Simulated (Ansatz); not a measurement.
Runs of Ansatz 0.2.0 on Sb. It takes space group Pm-3m (No. 221, cubic). The conventional cell has a = 3.160 Å, b = 3.160 Å, c = 3.160 Å, α = 90.00°, β = 90.00°, γ = 90.00°. Around Sb (site symmetry m-3m) lie 6 Sb at 3.16 Å. This isn't the form of Sb at room conditions, which is rhombohedral.

```tsv
task	level	spin	cell	k mesh	smearing	other keys	mesh quality	gap on the mesh (eV)	pressure (GPa)	moment (μB)
single point	BLYP	off	as given	8 × 8 × 8	fermi-dirac 0.15 eV	-	not flagged	none	(a)	-
projected density of states	exchange-only PBE	collinear, ferromagnetic start	as given	8 × 8 × 8	fermi-dirac 0.05 eV	scf.mixing.preconditioner = ldos	not flagged	none	6.6	0.00
density of states	B3LYP+D3(BJ)-ATM	off	volume scaled by 1.04	5 × 5 × 5	cold 0.05 eV	-	coarse	none	-8.5	-
relaxation of cell and atoms	m-r2SCAN	collinear, ferromagnetic start	relaxed from: volume scaled by 0.88	8 × 8 × 8	fermi-dirac 0.05 eV	-	not flagged	-	0.0	0.00
```

Alike in all rows: potentials or basis SG15 NC; cutoff (eV) 816.

**Question.** Fill in the values left out.

**Answer.** (a) 1.1.

Caveats: some runs use coarse meshes; the potentials were made for another functional, which shifts forces and pressure; the starting moments weren't kept (some runs); pairwise dispersion overbinds metals, which lowers pressure and volume (some runs); the thresholds are loose for stress (some runs); the plane-wave basis is chosen anew once the cell has moved, so the energies of steps on either side of that aren't comparable (some runs).

A k mesh can miss the band edges, and the runs leave out spin-orbit coupling on Sb.

A gap of «none» marks a metal or a gap under the smearing width.
